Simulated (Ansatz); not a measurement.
# Al3Cu2: compression at zero temperature

Aim: relax Al3Cu2 at pressures from -1 to 90 GPa within the symmetry of the start, and follow volume, cell shape and gap.

Method: DFT PBEsol, scalar-relativistic, plane waves, PAW, in Ansatz 0.2.0.

1 further run of the same task is left out (set aside as unsound or not needed).

**1. The starting structure**

It takes space group P-3m1 (No. 164, trigonal). Conventional cell: a = 4.099 Å, b = 4.099 Å, c = 4.982 Å, α = 90.00°, β = 90.00°, γ = 120.00°. Al (site symmetry -3m) is surrounded by 6 Cu at 2.49 Å. Around Al (site symmetry 3m) lie 5 Cu at 2.45 to 2.56 Å and 3 Al at 2.79 Å. Cu (site symmetry 3m) is surrounded by 8 Al at 2.45 to 2.56 Å.

Coordinates:

```cif
data_structure
_symmetry_space_group_name_H-M 'P 1'
_symmetry_Int_Tables_number 1
_cell_length_a 4.0986
_cell_length_b 4.0986
_cell_length_c 4.9821
_cell_angle_alpha 90.000
_cell_angle_beta 90.000
_cell_angle_gamma 120.000
_cell_volume 72.48
loop_
_atom_site_label
_atom_site_type_symbol
_atom_site_fract_x
_atom_site_fract_y
_atom_site_fract_z
_atom_site_occupancy
Al1 Al 0.00000 0.00000 0.00000 1
Al2 Al 0.33333 0.66667 0.35151 1
Al3 Al 0.66667 0.33333 0.64849 1
Cu1 Cu 0.33333 0.66667 0.84229 1
Cu2 Cu 0.66667 0.33333 0.15771 1
```

It goes back to an entry of the Materials Project, which need not be the stable form.

This cell was relaxed beforehand with the same method: volume 14.50 Å³/atom, gap on the mesh none (metal).

**2. -1 GPa**

The input, input.yaml:

```yaml
crystal:
  lattice:
    - [4.1116443151, 0.0, 0.0]
    - [-2.0558221576, 3.5607884282, 0.0]
    - [0.0, 0.0, 4.9979745917]
  atoms:
    - { symbol: Al, position: [0.0, 0.0, 0.0] }
    - { symbol: Al, position: [0.3333333333, 0.6666666667, 0.3515059881] }
    - { symbol: Al, position: [0.6666666667, 0.3333333333, 0.6484940119] }
    - { symbol: Cu, position: [0.3333333333, 0.6666666667, 0.8422899936] }
    - { symbol: Cu, position: [0.6666666667, 0.3333333333, 0.1577100064] }
basis:
  ecutwfc: 420
kpoints:
  mp_grid: { grid: [12, 12, 8] }
hamiltonian:
  xc: pbesol
scf:
  occupations: { method: gaussian, width: 0.1 }
output:
  forces: true
  stress: true
  eigenvalues: true
relax:
  adjacent_minimum: "off"
  f_tol: 0.008
  max_steps: 50
  cell: { stress_tol: 0.08, p_target: -1.0 }
```

On the command line:

```bash
$ ansatz run input.yaml --threads 1 --pin off --max-ram 2560MiB --backend cpu --events-out ev --progress --plain --runs-dir out
```

The session goes on with these runs: 1 GPa; relaxing at 4 GPa; 12 GPa; target pressure 25 GPa; target pressure 50 GPa; 90 GPa.

Before running it: what results should come out? Wanted: bulk modulus B0; B0'.

The runs gave:

| quantity | value |
| --- | --- |
| volume at 90 GPa | 10.12 Å³/atom, V/V0 = 0.698 |
| bulk modulus B0 (third-order Birch-Murnaghan) | 116 GPa |
| B0' | 4.3 |

**Reading.** At 90 GPa the crystal has lost 30.2 % of its volume. A third-order Birch-Murnaghan curve fits the points with B0 = 116 GPa. The cell gives way unevenly: a -11.5 %, b -11.5 %, c -10.9 %. The symmetry of the start is kept, so a transition to another structure would not show.
